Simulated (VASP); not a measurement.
# CrO2 (P-3m1) in VASP: notebook

Runs on CrO2. Level: r2SCAN+U. Tasks: single point.

Program: VASP 6.6.1. These are calculated values, not measurements. Logs are shortened: lines on timing, memory, paths and dates and some standing lists are left out, and cuts for length are marked.

### 1 The crystal as given

Symmetry: P-3m1, No. 164, trigonal system. Conventional cell: a = 2.780 Å, b = 2.780 Å, c = 4.485 Å, α = 90.00°, β = 90.00°, γ = 120.00°. Cr (site symmetry -3m) has 6 O at 1.96 Å as nearest neighbours. Around O (site symmetry 3m) lie 3 Cr at 1.96 Å.

Measurements of this composition are mostly on another form, of space group No. 136.

### 2 Single point, r2SCAN+U, collinear spin, zero start

Input file INCAR:

```
  PREC = Accurate
  ENCUT = 520
  EDIFF = 1E-6
  ISMEAR = 0
  SIGMA = 0.05
  LREAL = False
  LASPH = True
  NELM = 120
  ALGO = Normal
  ISIF = 2
  LWAVE = False
  LCHARG = False
  ISPIN = 2
  MAGMOM = 0 0 0
  LORBIT = 11
  LMAXMIX = 4
  LDAU = True
  LDAUTYPE = 2
  LDAUL = 2 -1
  LDAUU = 7 0
  LDAUJ = 0 0
  LDAUPRINT = 1
  METAGGA = R2SCAN
  LMIXTAU = True
  NBANDS = 23
```

Input file KPOINTS:

```
regular mesh
0
Gamma
  8 8 4
```

Input file POSCAR:

```
CrO2
1.0
    2.7798784700      0.0000000000      0.0000000000
   -1.3899392400      2.4074453800      0.0000000000
    0.0000000000      0.0000000000      4.4845209400
Cr O
1 2
Direct
    0.0000000000      0.0000000000      0.0000000000
    0.3333333333      0.6666666667      0.2520000000
    0.6666666667      0.3333333333      0.7480000000
```

Potentials or basis: VASP PAW PBE potentials, release 64 (Cr_pv, O).

Run with:

```bash
> cat potpaw_PBE.64/Cr_pv/POTCAR potpaw_PBE.64/O/POTCAR > POTCAR
> mpirun -np 1 vasp_std > vasp.out
```

OUTCAR:

```text
PREC = Accurate
   ENCUT = 520
   EDIFF = 1E-6
   ISMEAR = 0
   LREAL = False
   LASPH = True
   NELM = 120
   ISIF = 2
   ISPIN = 2
   LORBIT = 11
   METAGGA = R2SCAN

 ion  position               nearest neighbor table
   1  0.000  0.000  0.000-   3 1.96   2 1.96   3 1.96   2 1.96   3 1.96   2 1.96
   2  0.333  0.667  0.252-   1 1.96   1 1.96   1 1.96
   3  0.667  0.333  0.748-   1 1.96   1 1.96   1 1.96

  LATTYP: Found a hexagonal cell.
 ALAT       =     2.7798784700
 C/A-ratio  =     1.6132075515

  Lattice vectors:

 A1 = (   2.7798784700,   0.0000000000,   0.0000000000)
 A2 = (  -1.3899392400,   2.4074453800,   0.0000000000)
 A3 = (   0.0000000000,   0.0000000000,   4.4845209400)

Analysis of symmetry for initial positions (statically):
=====================================================================
 Subroutine PRICEL returns:
 Original cell was already a primitive cell.

 Routine SETGRP: Setting up the symmetry group for a
 hexagonal supercell.

 Subroutine GETGRP returns: Found 12 space group operations
 (whereof 12 operations were pure point group operations)
 out of a pool of 24 trial point group operations.

The static configuration has the point symmetry D_3d.

Analysis of symmetry for dynamics (positions and initial velocities):
=====================================================================
 Subroutine PRICEL returns:
 Original cell was already a primitive cell.

 Routine SETGRP: Setting up the symmetry group for a
 hexagonal supercell.

 Subroutine GETGRP returns: Found 12 space group operations
 (whereof 12 operations were pure point group operations)
 out of a pool of 24 trial point group operations.

[... 184 lines left out ...]
  o =  0.1031  v =  0.0000  0.0000  0.0000  0.0000  0.0000 -0.0000  0.0000  1.0000  0.0000 -0.0000      0.0000  0.0000  0.0000  0.0000  0.0000  0.0000  0.0000  0.0000  0.0000  0.0000
  o =  0.2869  v = -0.8424  0.1545 -0.0000  0.4022 -0.3236  0.0000  0.0000  0.0000  0.0000  0.0000      0.0000  0.0000  0.0000  0.0000  0.0000  0.0000  0.0000  0.0000  0.0000  0.0000
  o =  0.2869  v = -0.3236 -0.4022  0.0000  0.1545  0.8424  0.0000  0.0000  0.0000  0.0000  0.0000      0.0000  0.0000  0.0000  0.0000  0.0000  0.0000  0.0000  0.0000  0.0000  0.0000
  o =  0.2871  v =  0.0000  0.0000  0.0000  0.0000  0.0000 -0.8418  0.1550 -0.0000  0.4034 -0.3234      0.0000  0.0000  0.0000  0.0000  0.0000  0.0000  0.0000  0.0000  0.0000  0.0000
  o =  0.2871  v =  0.0000  0.0000  0.0000  0.0000  0.0000 -0.3234 -0.4034  0.0000  0.1550  0.8418      0.0000  0.0000  0.0000  0.0000  0.0000  0.0000  0.0000  0.0000  0.0000  0.0000
  o =  0.6474  v =  0.0000  0.0000  0.0000  0.0000  0.0000 -0.4034 -0.3234 -0.0000 -0.8418 -0.1550      0.0000  0.0000  0.0000  0.0000  0.0000  0.0000  0.0000  0.0000  0.0000  0.0000
  o =  0.6474  v =  0.0000  0.0000  0.0000  0.0000  0.0000  0.1550 -0.8418 -0.0000  0.3234 -0.4034      0.0000  0.0000  0.0000  0.0000  0.0000  0.0000  0.0000  0.0000  0.0000  0.0000
  o =  0.6489  v = -0.4022 -0.3236 -0.0000 -0.8424 -0.1545  0.0000  0.0000  0.0000  0.0000  0.0000      0.0000  0.0000  0.0000  0.0000  0.0000  0.0000  0.0000  0.0000  0.0000  0.0000
  o =  0.6489  v =  0.1545 -0.8424 -0.0000  0.3236 -0.4022  0.0000  0.0000  0.0000  0.0000  0.0000      0.0000  0.0000  0.0000  0.0000  0.0000  0.0000  0.0000  0.0000  0.0000  0.0000

 number of electron      24.0000000 magnetization       0.0020472

 Free energy of the ion-electron system (eV)
  ---------------------------------------------------
  ext. energy  EPLUGINS =         0.00000000
  ---------------------------------------------------
  free energy    TOTEN  =       -23.96600576 eV

  energy without entropy =      -23.96489281  energy(sigma->0) =      -23.96544928

 E-fermi :   4.2491     XC(G=0): -12.4046

 val. band max:        4.1905799284   @ k =   0.1250   0.1250   0.2500
 cond. band min:       4.2502901808   @ k =   0.1250   0.1250   0.0000
 fundamental gap:      0.0597102524
 Fermi energy:         4.2490742171

 spin component 1

 k-point     1 :       0.0000    0.0000    0.0000
  band No.  band energies     occupation
      1     -41.3206      1.00000
      2     -41.2815      1.00000
      3     -41.2815      1.00000
      4     -16.0080      1.00000
      5     -14.1699      1.00000
      6      -1.6380      1.00000
[... 1241 lines left out ...]
     22      23.4992      0.00000
     23      24.0266      0.00000

 [... further k-points ...]

------------------------ aborting loop because EDIFF is reached ----------------------------------------

  FORCE on cell =-STRESS in cart. coord.  units (eV):
  Direction    XX          YY          ZZ          XY          YZ          ZX
  --------------------------------------------------------------------------------------
  -------------------------------------------------------------------------------------
  Total        0.3005709      0.3005709     -3.3262607     -0.0000000      0.0000000     -0.0000000
  in kB       16.0457194     16.0457194   -177.5695747     -0.0000000      0.0000000     -0.0000000
  external PRESSURE =     -48.4927119 kB  Pullay stress =       0.0000000 kB

 VOLUME and BASIS-vectors are now :
 -----------------------------------------------------------------------------
  energy-cutoff  :      520.00
  volume of cell :       30.01
      direct lattice vectors                 reciprocal lattice vectors
     2.779878470  0.000000000  0.000000000     0.359727956  0.207689033  0.000000000
    -1.389939240  2.407445380  0.000000000     0.000000000  0.415378064  0.000000000
     0.000000000  0.000000000  4.484520940     0.000000000  0.000000000  0.222989259

 POSITION                                       TOTAL-FORCE (eV/Angst)
 -----------------------------------------------------------------------------------
      0.00000      0.00000      0.00000         0.000000      0.000000      0.000000
     -0.00000      1.60496      1.13010         0.000000      0.000000     -2.066187
      1.38994      0.80248      3.35442        -0.000000     -0.000000      2.066187
 -----------------------------------------------------------------------------------
    total drift:                                0.000000     -0.000000      0.000000

  FREE ENERGIE OF THE ION-ELECTRON SYSTEM (eV)
  ---------------------------------------------------
  free  energy   TOTEN  =       -23.9660057554 eV

  energy  without entropy=      -23.9648928052  energy(sigma->0) =      -23.96544928

 total charge

# of ion       s       p       d       tot
------------------------------------------
    1        0.664   6.428   3.912  11.003
    2        1.597   3.385   0.000   4.983
    3        1.597   3.385   0.000   4.983
--------------------------------------------------
tot          3.859  13.198   3.912  20.968

 magnetization (x)

# of ion       s       p       d       tot
------------------------------------------
    1       -0.000   0.000   0.003   0.003
    2        0.000  -0.000   0.000  -0.000
    3        0.000  -0.000   0.000  -0.000
--------------------------------------------------
tot         -0.000  -0.000   0.003   0.002
```

OSZICAR:

```text
N       E                     dE             d eps       ncg     rms          rms(c)
DAV:   1     0.228488579980E+03    0.22849E+03   -0.13453E+04  3220   0.117E+03
DAV:   2    -0.274804711429E+02   -0.25597E+03   -0.24076E+03  3599   0.354E+02
DAV:   3    -0.396928495924E+02   -0.12212E+02   -0.12134E+02  3682   0.859E+01
[... 28 lines left out ...]
DAV:  32    -0.239659817799E+02   -0.88370E-05   -0.37206E-05  3435   0.342E-02    0.635E-02
DAV:  33    -0.239659960742E+02   -0.14294E-04   -0.17759E-04  3848   0.757E-02    0.492E-02
DAV:  34    -0.239660031658E+02   -0.70916E-05   -0.98073E-06  3430   0.201E-02    0.113E-02
DAV:  35    -0.239660038251E+02   -0.65929E-06   -0.43517E-05  3250   0.385E-02    0.154E-02
DAV:  36    -0.239660065508E+02   -0.27257E-05   -0.18158E-05  3619   0.255E-02    0.837E-03
DAV:  37    -0.239660057554E+02    0.79531E-06   -0.33218E-06  3059   0.102E-02
   1 F= -.23966006E+02 E0= -.23965449E+02  d E =-.111295E-02  mag=     0.0018
```

It took 4.8 min on 1 thread of Intel Xeon Platinum 8488C (Sapphire Rapids), shared host; peak memory 0.2 GiB.

Results:

| Property | Result |
| --- | --- |
| Free energy | -23.9660 eV |
| Pressure | -4.8 GPa |
| Largest force | 2.066 eV/Å |
| Band gap on the k mesh | none (metal or under the smearing width) |
| Net moment | 0.00 μB per cell |
| Valence electrons inside the program's atomic spheres | Cr 11.00; O 4.98 |

Forces on the atoms (eV/Å):
```
Cr   0.000  0.000  0.000
O    0.000  0.000 -2.066
O    0.000  0.000  2.066
```

Stress tensor (GPa, compression positive):
```
  1.60   0.00   0.00
  0.00   1.60   0.00
  0.00   0.00 -17.76
```

Eigenvalues of the final occupation matrices:
| site | spin | trace | eigenvalues |
| --- | --- | --- | --- |
| site 1 d | 1 | 1.97 | 0.10 0.29 0.29 0.65 0.65 |
| site 1 d | 2 | 1.97 | 0.10 0.29 0.29 0.65 0.65 |

Caveat: the PAW data sets were made with another functional, which shifts forces and pressure a little.

### 3 Single point, r2SCAN+U, collinear spin, random start

Input file INCAR:

```
PREC     = Accurate       # precision mode
ENCUT    = 520            # plane-wave cutoff, eV
EDIFF    = 1E-7           # SCF threshold, eV
ISMEAR   = 0              # smearing method
SIGMA    = 0.05           # smearing width, eV
LREAL    = False          # projectors in reciprocal space
LASPH    = True           # aspherical terms in the spheres
NELM     = 150            # most SCF steps
ALGO     = Normal         # electronic algorithm
ISIF     = 2              # what is computed and relaxed
LWAVE    = False          # write WAVECAR
LCHARG   = False          # write CHGCAR
ISPIN    = 2              # spin polarisation
MAGMOM   = -2.56 0 0      # initial moments
LORBIT   = 11             # projections on sites
LMAXMIX  = 4              # l up to which the mixer works
LDAU     = True           # DFT+U
LDAUTYPE = 2            
LDAUL    = 2 -1           # shell
LDAUU    = 7 0            # U, eV
LDAUJ    = 0 0          
LDAUPRINT= 1            
METAGGA  = R2SCAN         # meta-GGA
LMIXTAU  = True
```

KPOINTS is that of step 2.

POSCAR is that of step 2.

Potentials or basis: VASP PAW PBE potentials, release 64 (Cr_pv, O).

Run with:

```bash
> cat potpaw_PBE.64/Cr_pv/POTCAR potpaw_PBE.64/O/POTCAR > POTCAR
> mpirun -np 1 vasp_std > vasp.out
```

Run time: 4.1 min. Hardware: 1 thread of Intel Xeon Platinum 8488C (Sapphire Rapids), shared host; peak memory 0.19 GiB.

The run converged. Its results:

```
Free energy                                           : -27.2290 eV
Pressure                                              : 16.5 GPa
Largest force                                         : 0.860 eV/Å
Band gap on the k mesh                                : none (metal or under the smearing width)
Net moment                                            : -2.00 μB per cell
Site moments                                          : Cr -3.08; O +0.47 μB
Valence electrons inside the program's atomic spheres : Cr 10.98; O 4.99
```

Forces in eV/Å, atoms in the order of the input:
```
Cr   0.000  0.000  0.000
O    0.000  0.000 -0.860
O    0.000  0.000  0.860
```

Stress tensor (GPa, compression positive):
```
 30.52   0.00   0.00
  0.00  30.52   0.00
  0.00   0.00 -11.48
```

Levels at points of the mesh, in eV from the Fermi level:
Spin up:
```tsv
k point	band 9	band 10	band 11	band 12	band 13	band 14
(0.00, 0.00, 0.00)	-0.80	-0.80	-0.66	6.75	6.75	6.97
(0.50, 0.00, 0.00)	-2.51	-2.42	-1.96	5.45	7.57	7.71
(0.00, 0.00, 0.50)	-2.51	-0.95	-0.95	6.74	6.74	7.12
(0.50, 0.00, 0.50)	-2.47	-1.64	-1.46	5.52	7.45	7.69
```
Spin down:
```
           k point  band 10  band 11  band 12  band 13  band 14  band 15  band 16  band 17
(0.00, 0.00, 0.00)    -1.69    -1.00     0.31     0.31     0.65     1.90     5.15     5.15
(0.50, 0.00, 0.00)    -1.71    -1.66    -1.50    -1.04    -0.38     1.90     5.46     5.55
(0.00, 0.00, 0.50)    -1.66    -1.66     0.15     0.15     0.15     1.92     5.31     5.31
(0.50, 0.00, 0.50)    -1.81    -1.31    -0.99    -0.69    -0.34     1.90     5.32     5.55
```

Eigenvalues of the final occupation matrices:
| site | spin | trace | eigenvalues |
| --- | --- | --- | --- |
| site 1 d | 1 | 0.55 | 0.04 0.05 0.05 0.21 0.21 |
| site 1 d | 2 | 3.51 | 0.37 0.37 0.92 0.93 0.93 |

Caveat: the PAW data sets were made with another functional, which shifts forces and pressure a little; a cell with one magnetic atom can't hold antiferromagnetic order, which such compounds often take.

### 4 Single point, r2SCAN+U, collinear spin, ferromagnetic start

Input file INCAR:

```
SYSTEM = CrO2
ALGO = Normal
EDIFF = 1E-6
ENCUT = 520
ISIF = 2
ISMEAR = 0
ISPIN = 2
LASPH = .True.
LCHARG = .True.
LDAU = .True.
LDAUJ = 0 0
LDAUL = 2 -1
LDAUPRINT = 1
LDAUTYPE = 2
LDAUU = 7 0
LELF = .True.
LMAXMIX = 4
LMIXTAU = .True.
LORBIT = 11
LREAL = .False.
LVHAR = .True.
LWAVE = .False.
MAGMOM = 3 0 0
METAGGA = R2SCAN
NBANDS = 23
NELM = 120
NUPDOWN = 4
PREC = Accurate
SIGMA = 0.05
```

Input file KPOINTS:

```
k-points
0
Gamma
  8 8 4
  0 0 0
```

POSCAR is that of step 3.

Run with:

```bash
> cat potpaw_PBE.64/Cr_pv/POTCAR potpaw_PBE.64/O/POTCAR > POTCAR
> mpirun -np 1 vasp_std > vasp.out
```

It took 2.6 min on 1 thread of Intel Xeon Platinum 8488C (Sapphire Rapids), shared host; peak memory 0.2 GiB.

The run converged. Its results:

| Property | Result |
| --- | --- |
| Free energy | -26.6911 eV |
| Pressure | 26.5 GPa |
| Largest force | 0.602 eV/Å |
| Net moment | 4.00 μB per cell |
| Site moments | Cr +2.87; O +0.47 μB |
| Valence electrons inside the program's atomic spheres | Cr 10.93; O 4.99 |

Forces on the atoms (eV/Å):
```
Cr   0.000  0.000  0.000
O    0.000  0.000 -0.602
O    0.000  0.000  0.602
```

Stress tensor (GPa, compression positive):
```
41.84  0.00  0.00
 0.00 41.84  0.00
 0.00  0.00 -4.18
```

Eigenvalues of the final occupation matrices:
```
    site  spin  trace               eigenvalues
site 1 d     1   3.46  0.26 0.26 0.98 0.98 0.98
site 1 d     2   0.63  0.05 0.05 0.05 0.24 0.24
```

Caveat: the PAW data sets were made with another functional, which shifts forces and pressure a little; the total moment is fixed, so each spin has its own Fermi level; a cell with one magnetic atom can't hold antiferromagnetic order, which such compounds often take. The state reached can hang on the start; a lower one may exist.

### 5 Single point, r2SCAN+U, collinear spin, ferromagnetic start

Input file INCAR:

```
PREC = Accurate
ENCUT = 520
EDIFF = 1E-6
ISMEAR = 0
SIGMA = 0.05
LREAL = F
LASPH = T
NELM = 150
ALGO = Normal
ISIF = 2
LWAVE = F
LCHARG = F
ISPIN = 2
MAGMOM = 3 0 0
LORBIT = 11
LMAXMIX = 4
LDAU = T
LDAUTYPE = 2
LDAUL = 2 -1
LDAUU = 5 0
LDAUJ = 0 0
LDAUPRINT = 1
METAGGA = R2SCAN
LMIXTAU = T
NBANDS = 23
```

Input file KPOINTS:

```
Automatic mesh
0
Gamma
  8 8 4
```

POSCAR is that of step 4.

Run with:

```bash
> cat potpaw_PBE.64/Cr_pv/POTCAR potpaw_PBE.64/O/POTCAR > POTCAR
> mpirun -np 1 vasp_std > vasp.out
```

Wall time 5.4 min (1 thread of Intel Xeon Platinum 8488C (Sapphire Rapids), shared host); peak memory 0.2 GiB.

The run converged. Its results:

```
Free energy                                           : -28.4396 eV
Pressure                                              : 9.1 GPa
Largest force                                         : 1.411 eV/Å
Band gap on the k mesh                                : none (metal or under the smearing width)
Net moment                                            : 2.00 μB per cell
Site moments                                          : Cr +2.95; O -0.41 μB
Valence electrons inside the program's atomic spheres : Cr 11.00; O 4.98
```

Forces on the atoms (eV/Å):
```
Cr   0.000  0.000  0.000
O    0.000  0.000 -1.411
O    0.000  0.000  1.411
```

Stress tensor (GPa, compression positive):
```
 22.19   0.00   0.00
  0.00  22.19   0.00
  0.00   0.00 -17.14
```

Levels at points of the mesh, in eV from the Fermi level:
Spin up:
| k point | band 11 | band 12 | band 13 | band 14 | band 15 | band 16 |
| --- | --- | --- | --- | --- | --- | --- |
| (0.00, 0.00, 0.00) | -0.61 | 0.08 | 0.08 | 0.37 | 1.65 | 4.70 |
| (0.50, 0.00, 0.00) | -1.35 | -1.26 | -1.17 | -0.21 | 1.65 | 4.96 |
| (0.00, 0.00, 0.50) | -1.65 | -0.08 | -0.08 | 0.34 | 1.68 | 4.86 |
| (0.50, 0.00, 0.50) | -1.37 | -0.92 | -0.60 | -0.49 | 1.64 | 4.84 |
Spin down:
```
           k point  band 9  band 10  band 11  band 12  band 13  band 14
(0.00, 0.00, 0.00)   -0.90    -0.90    -0.71     5.58     5.58     5.90
(0.50, 0.00, 0.00)   -2.74    -2.71    -2.08     4.47     6.62     6.92
(0.00, 0.00, 0.50)   -2.85    -1.06    -1.06     5.57     5.57     6.07
(0.50, 0.00, 0.50)   -2.69    -1.75    -1.52     4.50     6.53     6.92
```

Eigenvalues of the final occupation matrices:
| site | spin | trace | eigenvalues |
| --- | --- | --- | --- |
| site 1 d | 1 | 3.43 | 0.39 0.39 0.88 0.89 0.89 |
| site 1 d | 2 | 0.63 | 0.05 0.06 0.06 0.23 0.23 |

Caveat: the PAW data sets were made with another functional, which shifts forces and pressure a little; a cell with one magnetic atom can't hold antiferromagnetic order, which such compounds often take.

### 6 The runs side by side

| spin | U | fixed moment (μB) | gap on the mesh (eV) | pressure (GPa) | moment (μB) | largest force (eV/Å) |
| --- | --- | --- | --- | --- | --- | --- |
| collinear, zero start | Cr d U = 7 eV | - | none | -4.8 | 0.00 | 2.07 |
| collinear, random start | Cr d U = 7 eV | - | none | 16.5 | 2.00 | 0.86 |
| collinear, ferromagnetic start | Cr d U = 7 eV | 4 | - | 26.5 | 4.00 | 0.60 |
| collinear, ferromagnetic start | Cr d U = 5 eV | - | none | 9.1 | 2.00 | 1.41 |

Alike in all rows: task single point; level r2SCAN+U; potentials or basis VASP PAW PBE potentials, release 64 (Cr_pv, O); cell as given; k mesh 8 × 8 × 4; cutoff (eV) 520; smearing gaussian 0.05 eV.

Every run on the cell as given and a fine mesh finds a metal.

Caveats: the PAW data sets were made with another functional, which shifts forces and pressure a little; a cell with one magnetic atom can't hold antiferromagnetic order, which such compounds often take (some runs); the total moment is fixed, so each spin has its own Fermi level (some runs).

Total energies depend on the potentials used, so only differences within one code and one set of settings carry meaning.
